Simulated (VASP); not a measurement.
# Bi (Im-3m) in VASP: a series of runs

One crystal, Bi, is run at these levels: PBEsol; tasks: relaxation of the atoms.

Program: VASP 6.6.1. These are calculated values, not measurements. Logs are shortened: lines on timing, memory, paths and dates and some standing lists are left out, and cuts for length are marked.

## Step 1: The structure

It takes space group Im-3m (No. 229, cubic). Conventional cell: a = 3.912 Å, b = 3.912 Å, c = 3.912 Å, α = 90.00°, β = 90.00°, γ = 90.00°. Bi (site symmetry m-3m) has 8 Bi at 3.39 Å as nearest neighbours.

This isn't the form of Bi at room conditions, which is rhombohedral.

## Step 2: Relaxation of the atoms, PBEsol (a relaxed cell with its volume scaled by 0.96)

Contents of INCAR:

```
SYSTEM = Bi
PREC = Accurate
ENCUT = 600
EDIFF = 1E-7
ISMEAR = 1
SIGMA = 0.1
LREAL = .FALSE.
LASPH = .TRUE.
NELM = 80
ALGO = Fast
ISIF = 2
LWAVE = .FALSE.
LCHARG = .FALSE.
GGA = PS
IBRION = 2
NSW = 40
EDIFFG = -0.01
```

Contents of KPOINTS:

```
regular mesh
0
G
  14 14 14
  0 0 0
```

Contents of POSCAR:

```
Bi                                      
1.0
   -1.9294020193      1.9294020193      1.9294020193
    1.9294020193     -1.9294020193      1.9294020193
    1.9294020193      1.9294020193     -1.9294020193
  Bi            
     1
Direct
     0.0000000000000000    0.0000000000000000    0.0000000000000000
```

Potentials or basis: VASP PAW PBE potentials, release 64 (Bi_d).

Run with:

```
cat potpaw_PBE.64/Bi_d/POTCAR > POTCAR
mpirun -np 1 vasp_std > vasp.out
```

OUTCAR:

```text
SYSTEM = Bi
   PREC = Accurate
   ENCUT = 600
   EDIFF = 1E-7
   ISMEAR = 1
   LREAL = .FALSE.
   LASPH = .TRUE.
   NELM = 80
   ISIF = 2
   GGA = PS
   IBRION = 2
   NSW = 40
   EDIFFG = -0.01

 ion  position               nearest neighbor table
   1  0.000  0.000  0.000-

  LATTYP: Found a body centered cubic cell.
 ALAT       =     3.8588040386

  Lattice vectors:

 A1 = (  -1.9294020193,   1.9294020193,   1.9294020193)
 A2 = (   1.9294020193,  -1.9294020193,   1.9294020193)
 A3 = (   1.9294020193,   1.9294020193,  -1.9294020193)

Analysis of symmetry for initial positions (statically):
=====================================================================
 Subroutine PRICEL returns:
 Original cell was already a primitive cell.

 Routine SETGRP: Setting up the symmetry group for a
 body centered cubic supercell.

 Subroutine GETGRP returns: Found 48 space group operations
 (whereof 48 operations were pure point group operations)
 out of a pool of 48 trial point group operations.

The static configuration has the point symmetry O_h .

Analysis of symmetry for dynamics (positions and initial velocities):
=====================================================================
 Subroutine PRICEL returns:
 Original cell was already a primitive cell.

 Routine SETGRP: Setting up the symmetry group for a
 body centered cubic supercell.

 Subroutine GETGRP returns: Found 48 space group operations
 (whereof 48 operations were pure point group operations)
 out of a pool of 48 trial point group operations.

The dynamic configuration has the point symmetry O_h .

 Subroutine INISYM returns: Found 48 space group operations
 (whereof 48 operations are pure point group operations),
 and found     1 'primitive' translations

----------------------------------------------------------------------------------------

                                     Primitive cell

  volume of cell :      28.7295

  direct lattice vectors                    reciprocal lattice vectors
    -1.929402019  1.929402019  1.929402019     0.000000000  0.259147650  0.259147650
     1.929402019 -1.929402019  1.929402019     0.259147650  0.000000000  0.259147650
     1.929402019  1.929402019 -1.929402019     0.259147650  0.259147650  0.000000000

  length of vectors
     3.341822326  3.341822326  3.341822326     0.366490122  0.366490122  0.366490122

  position of ions in fractional coordinates (direct lattice)
     0.000000000  0.000000000  0.000000000

  ion indices of the primitive-cell ions
   primitive index   ion index
                 1           1

----------------------------------------------------------------------------------------

 KPOINTS: regular mesh

Automatic generation of k-mesh.
 Grid dimensions read from file:
 generate k-points for:   14   14   14

 Generating k-lattice:

  Cartesian coordinates                     Fractional coordinates (reciprocal lattice)
     0.000000000  0.018510546  0.018510546     0.071428571  0.000000000  0.000000000
     0.018510546  0.000000000  0.018510546     0.000000000  0.071428571  0.000000000
     0.018510546  0.018510546  0.000000000     0.000000000  0.000000000  0.071428571

  Length of vectors
     0.026177866  0.026177866  0.026177866

  Shift w.r.t. Gamma in fractional coordinates (k-lattice)
     0.000000000  0.000000000  0.000000000

 Subroutine IBZKPT returns following result:
 ===========================================

 Found    104 irreducible k-points:

 Following reciprocal coordinates:
            Coordinates               Weight
  0.000000  0.000000  0.000000      1.000000
  0.071429  0.000000  0.000000     12.000000
  0.142857  0.000000  0.000000     12.000000
  0.214286  0.000000  0.000000     12.000000
  0.285714  0.000000  0.000000     12.000000
  0.357143  0.000000  0.000000     12.000000
[... 16 lines left out ...]
  0.285714  0.285714  0.000000     24.000000
  0.357143  0.285714 -0.000000     24.000000
 [... further k-points ...]
   k-points           NKPTS =    104   k-points in BZ     NKDIM =    104   number of bands    NBANDS=     11
   number of dos      NEDOS =    301   number of ions     NIONS =      1
   total plane-waves  NPLWV =  21952
   dimension x,y,z NGX =    28 NGY =   28 NGZ =   28
   dimension x,y,z NGXF=    56 NGYF=   56 NGZF=   56
   ions per type =               1
   NGX,Y,Z   is equivalent  to a cutoff of  13.93, 13.93, 13.93 a.u.
   NGXF,Y,Z  is equivalent  to a cutoff of  27.86, 27.86, 27.86 a.u.
 SYSTEM =  Bi
   PREC   = accura    normal or accurate (medium, high low for compatibility)
   ISTART =      0    job   : 0-new  1-cont  2-samecut
   ICHARG =      2    charge: 1-file 2-atom 10-const
   ISPIN  =      1    spin polarized calculation?
   LNONCOLLINEAR =      F non collinear calculations
   LSORBIT =      F    spin-orbit coupling
   LASPH  =      T    aspherical Exc in radial PAW
   ENCUT  =  600.0 eV  44.10 Ry    6.64 a.u.   6.67  6.67  6.67*2*pi/ulx,y,z
   NELM   =     80;   NELMIN=  2; NELMDL= -5     # of ELM steps
   EDIFF  = 0.1E-06   stopping-criterion for ELM
   LREAL  =      F    real-space projection
   EDIFFG = -.1E-01   stopping-criterion for IOM
   NSW    =     40    number of steps for IOM
   IBRION =      2    ionic relax: 0-MD 1-quasi-New 2-CG
   NFREE  =      1    steps in history (QN), initial steepest desc. (CG)
   ISIF   =      2    stress and relaxation
   ISYM   =      2    0-nonsym 1-usesym 2-fastsym
   POTIM  = 0.5000    time-step for ionic-motion
   TEBEG  =    0.0;   TEEND  =   0.0 temperature during run
   PSTRESS=    0.0 pullay stress
   NELECT =      15.0000    total number of electrons
   NUPDOWN=      -1.0000    fix difference up-down
   EMIN   =  10.00;   EMAX   =-10.00  energy-range for DOS
   EFERMI =   0.00;   METHOD = LEGACY
   ISMEAR =     1;   SIGMA  =   0.10  broadening in eV -4-tet -1-fermi 0-gaus
   EFERMI_NEDOS =   21; number of points for ismear=-14 and -15
   IALGO  =     68    algorithm
   IMIX   =      4    mixing-type and parameters
     AMIX     =   0.40;   BMIX     =  1.00
     AMIX_MAG =   1.60;   BMIX_MAG =  1.00
  volume/ion in A,a.u.               =      28.73       193.88
  Fermi-wavevector in a.u.,A,eV,Ry     =   1.318244  2.491120 23.643765  1.737768
  Thomas-Fermi vector in A             =   2.448228
   LORBIT       =      0    0 simple, 1 ext, 2 COOP (PROOUT), +10 PAW based schemes
   GGA     = PS    functional components
   LHFCALC =     F    Hartree Fock is set to
   AEXX    =    0.0000 exact exchange contribution
   IVDW    =     0    specifies the selected vdW correction
   LEPSILON=     F    determine dielectric tensor
   LRPA    =     F    only Hartree local field effects (RPA)
 conjugate gradient relaxation of ions
 non-spin polarized calculation
 RMM-DIIS sequential band-by-band and
 Methfessel and Paxton  Order N= 1 SIGMA  =   0.10
  energy-cutoff  :      600.00
  volume of cell :       28.73
 maximum number of plane-waves:       976
   NGX = 13   NGY = 13   NGZ = 13

 number of electron      15.0000005 magnetization

 Free energy of the ion-electron system (eV)
  ---------------------------------------------------
  ext. energy  EPLUGINS =         0.00000000
  ---------------------------------------------------
  free energy    TOTEN  =        -4.20432858 eV

  energy without entropy =       -4.20406059  energy(sigma->0) =       -4.20423925

 E-fermi :   8.7143     XC(G=0): -10.8275

 val. band max:        8.6962281440   @ k =  -0.3571   0.3571   0.2857
 cond. band min:       8.7345195597   @ k =  -0.4286   0.4286   0.2857
 fundamental gap:      0.0382914158
 Fermi energy:         8.7143058745

 k-point     1 :       0.0000    0.0000    0.0000
  band No.  band energies     occupation
      1     -14.2502      2.00000
      2     -14.2502      2.00000
      3     -14.2502      2.00000
      4     -14.0811      2.00000
      5     -14.0811      2.00000
      6      -5.3416      2.00000
      7      14.4937      0.00000
      8      14.4937      0.00000
      9      14.4937      0.00000
     10      19.2578      0.00000
     11      19.2651      0.00000

 k-point     2 :       0.0714    0.0000    0.0000
  band No.  band energies     occupation
      1     -14.2528      2.00000
      2     -14.2459      2.00000
      3     -14.2369      2.00000
      4     -14.0842      2.00000
      5     -14.0816      2.00000
      6      -5.2390      2.00000
      7      13.4190      0.00000
      8      14.1596      0.00000
      9      14.3855      0.00000
     10      18.4078      0.00000
     11      18.8862      0.00000

 k-point     3 :       0.1429    0.0000    0.0000
  band No.  band energies     occupation
      1     -14.2603      2.00000
      2     -14.2349      2.00000
      3     -14.1995      2.00000
      4     -14.0922      2.00000
      5     -14.0828      2.00000
      6      -4.9328      2.00000
      7      11.3466      0.00000
      8      13.3802      0.00000
      9      14.0751      0.00000
     10      17.3185      0.00000
     11      18.2002      0.00000

 k-point     4 :       0.2143    0.0000    0.0000
  band No.  band energies     occupation
      1     -14.2711      2.00000
      2     -14.2225      2.00000
      3     -14.1449      2.00000
      4     -14.1008      2.00000
      5     -14.0846      2.00000
      6      -4.4299      2.00000
      7       9.1371     -0.00000
      8      12.4871      0.00000
      9      13.6322      0.00000
     10      16.4539      0.00000
     11      17.6147      0.00000

 k-point     5 :       0.2857    0.0000    0.0000
  band No.  band energies     occupation
      1     -14.2830      2.00000
      2     -14.2160      2.00000
      3     -14.1041      2.00000
      4     -14.0865      2.00000
      5     -14.0835      2.00000
      6      -3.7505      2.00000
      7       7.0410      2.00000
      8      11.6742      0.00000
      9      13.1693      0.00000
     10      15.8138      0.00000
     11      17.1532      0.00000
[... 211 lines left out ...]
 k-point    21 :       0.2857    0.2143    0.0000
  band No.  band energies     occupation
      1     -14.2682      2.00000
      2     -14.1874      2.00000
      3     -14.1053      2.00000
      4     -14.0999      2.00000
      5     -14.0251      2.00000
      6      -2.0509      2.00000
      7       4.8454      2.00000
      8       7.6337      2.00000
      9      11.6040      0.00000
     10      17.2046      0.00000
     11      18.8140      0.00000

 k-point    22 :       0.3571    0.2143   -0.0000
  band No.  band energies     occupation
      1     -14.2696      2.00000
      2     -14.1812      2.00000
      3     -14.1096      2.00000
      4     -14.0897      2.00000
      5     -14.0191      2.00000
      6      -1.5305      2.00000
      7       4.1347      2.00000
      8       7.1746      2.00000
      9      11.4328      0.00000
     10      17.1012      0.00000
     11      19.6941      0.00000

 k-point    23 :       0.2857    0.2857    0.0000
  band No.  band energies     occupation
      1     -14.2643      2.00000
      2     -14.1647      2.00000
      3     -14.1175      2.00000
      4     -14.0873      2.00000
      5     -14.0332      2.00000
      6      -1.5030      2.00000
      7       4.6405      2.00000
      8       6.3637      2.00000
      9      11.3670      0.00000
     10      17.7024      0.00000
     11      18.9916      0.00000

 k-point    24 :       0.3571    0.2857   -0.0000
  band No.  band energies     occupation
      1     -14.2631      2.00000
      2     -14.1527      2.00000
      3     -14.1257      2.00000
      4     -14.0747      2.00000
      5     -14.0440      2.00000
      6      -1.2778      2.00000
      7       4.6531      2.00000
      8       5.8105      2.00000
      9      11.2865      0.00000
     10      17.8330      0.00000
     11      19.5608      0.00000

 [... further k-points ...]

------------------------ aborting loop because EDIFF is reached ----------------------------------------

  FORCE on cell =-STRESS in cart. coord.  units (eV):
  Direction    XX          YY          ZZ          XY          YZ          ZX
  --------------------------------------------------------------------------------------
  -------------------------------------------------------------------------------------
  Total        0.4646681      0.4646681      0.4646681     -0.0000000      0.0000000      0.0000000
  in kB       25.9134502     25.9134502     25.9134502     -0.0000000      0.0000000      0.0000000
  external PRESSURE =      25.9134502 kB  Pullay stress =       0.0000000 kB

 VOLUME and BASIS-vectors are now :
 -----------------------------------------------------------------------------
  energy-cutoff  :      600.00
  volume of cell :       28.73
      direct lattice vectors                 reciprocal lattice vectors
    -1.929402019  1.929402019  1.929402019     0.000000000  0.259147650  0.259147650
     1.929402019 -1.929402019  1.929402019     0.259147650  0.000000000  0.259147650
     1.929402019  1.929402019 -1.929402019     0.259147650  0.259147650  0.000000000

 POSITION                                       TOTAL-FORCE (eV/Angst)
 -----------------------------------------------------------------------------------
      0.00000      0.00000      0.00000         0.000000      0.000000     -0.000000
 -----------------------------------------------------------------------------------
    total drift:                               -0.000000     -0.000000      0.000000

  FREE ENERGIE OF THE ION-ELECTRON SYSTEM (eV)
  ---------------------------------------------------
  free  energy   TOTEN  =        -4.2043285829 eV

  energy  without entropy=       -4.2040605888  energy(sigma->0) =       -4.20423925

 reached required accuracy - stopping structural energy minimisation
```

Run time: 37 s. Hardware: 1 thread of Intel Xeon Platinum 8488C (Sapphire Rapids), shared host; peak memory 0.18 GiB.

What came out:

```yaml
Free_energy: -4.2043 eV
Pressure_after_relaxing: 2.6 GPa
Band_gap_on_the_k_mesh: none (metal or under the smearing width)
```

Final structure:
```xyz
1
Lattice="-1.9294 1.9294 1.9294 1.9294 -1.9294 1.9294 1.9294 1.9294 -1.9294" Properties=species:S:1:pos:R:3 pbc="T T T"
Bi    0.0000    0.0000    0.0000
```

Caveat: the relaxation stopped at its first step, so nothing moved; the PAW data sets were made with another functional, which shifts forces and pressure a little; spin-orbit coupling is left out, which moves the levels of the heavy elements.

## Step 3: Relaxation of the atoms, PBEsol (a relaxed cell with its volume scaled by 0.98)

INCAR is that of step 2.

KPOINTS is that of step 2.

Contents of POSCAR:

```
Bi                                      
1.0
   -1.9427086606      1.9427086606      1.9427086606
    1.9427086606     -1.9427086606      1.9427086606
    1.9427086606      1.9427086606     -1.9427086606
  Bi            
     1
Direct
     0.0000000000000000    0.0000000000000000    0.0000000000000000
```

Potentials or basis: VASP PAW PBE potentials, release 64 (Bi_d).

Run with:

```
cat potpaw_PBE.64/Bi_d/POTCAR > POTCAR
mpirun -np 1 vasp_std > vasp.out
```

Wall time 36 s (1 thread of Intel Xeon Platinum 8488C (Sapphire Rapids), shared host); peak memory 0.18 GiB.

Results (log left out):

```yaml
Free_energy: -4.2116 eV
Pressure_after_relaxing: 1.2 GPa
Band_gap_on_the_k_mesh: none (metal or under the smearing width)
```

Final structure:
```
Bi
1.0
    -1.94271    1.94271    1.94271
     1.94271   -1.94271    1.94271
     1.94271    1.94271   -1.94271
Bi
1
Direct
  0.00000 0.00000 0.00000
```

Levels at points of the mesh, in eV from the Fermi level:
```
           k point  band 3  band 4  band 5  band 6  band 7  band 8  band 9  band 10  band 11
(0.00, 0.00, 0.00)  -22.93  -22.77  -22.77  -13.89    5.63    5.63    5.63     9.97    10.56
(0.50, 0.00, 0.00)  -22.78  -22.78  -22.67  -10.49   -5.37    1.76    3.69     6.25     7.80
(0.50, 0.50, 0.50)  -22.70  -22.70  -22.70   -8.11   -1.87   -1.87   -1.87     3.54     3.54
```

Caveat: the relaxation stopped at its first step, so nothing moved; the PAW data sets were made with another functional, which shifts forces and pressure a little; spin-orbit coupling is left out, which moves the levels of the heavy elements.

## Step 4: Relaxation of the atoms, PBEsol

INCAR is that of step 3.

KPOINTS is that of step 3.

Contents of POSCAR:

```
Bi                                      
1.0
   -1.9558354687      1.9558354687      1.9558354687
    1.9558354687     -1.9558354687      1.9558354687
    1.9558354687      1.9558354687     -1.9558354687
  Bi            
     1
Direct
     0.0000000000000000    0.0000000000000000    0.0000000000000000
```

Run with:

```
cat potpaw_PBE.64/Bi_d/POTCAR > POTCAR
mpirun -np 1 vasp_std > vasp.out
```

Wall time 36 s (1 thread of Intel Xeon Platinum 8488C (Sapphire Rapids), shared host); peak memory 0.17 GiB.

It converged, with:

* Free energy: -4.2139 eV
* Pressure after relaxing: 0.0 GPa
* Band gap on the k mesh: none (metal or under the smearing width)

Final structure:
```yaml
crystal:
  lattice:
    - [-1.95584, 1.95584, 1.95584]
    - [1.95584, -1.95584, 1.95584]
    - [1.95584, 1.95584, -1.95584]
  atoms:
    - { symbol: Bi, position: [0.00000, 0.00000, 0.00000] }
```

Levels at points of the mesh, in eV from the Fermi level:
```tsv
k point	band 4	band 5	band 6	band 7	band 8	band 9	band 10	band 11
(0.00, 0.00, 0.00)	-22.76	-22.76	-13.73	5.48	5.48	5.48	9.69	10.57
(0.50, 0.00, 0.00)	-22.77	-22.66	-10.46	-5.23	1.73	3.64	6.18	7.75
(0.50, 0.50, 0.50)	-22.69	-22.69	-8.17	-1.81	-1.81	-1.81	3.56	3.56
```

Caveat: the relaxation stopped at its first step, so nothing moved; the PAW data sets were made with another functional, which shifts forces and pressure a little; spin-orbit coupling is left out, which moves the levels of the heavy elements.

## Step 5: Overview

| cell | gap on the mesh (eV) | pressure (GPa) |
| --- | --- | --- |
| atoms relaxed from: a relaxed cell with its volume scaled by 0.96 | none | 2.6 |
| atoms relaxed from: a relaxed cell with its volume scaled by 0.98 | none | 1.2 |
| atoms relaxed | none | 0.0 |

Alike in all rows: task relaxation of the atoms; level PBEsol; potentials or basis VASP PAW PBE potentials, release 64 (Bi_d); no spin polarisation; k mesh 14 × 14 × 14; cutoff (eV) 600; smearing methfessel-paxton 0.1 eV.

Caveats: the relaxation stopped at its first step, so nothing moved; the PAW data sets were made with another functional, which shifts forces and pressure a little; spin-orbit coupling is left out, which moves the levels of the heavy elements.

Total energies depend on the potentials used, so only differences within one code and one set of settings carry meaning.
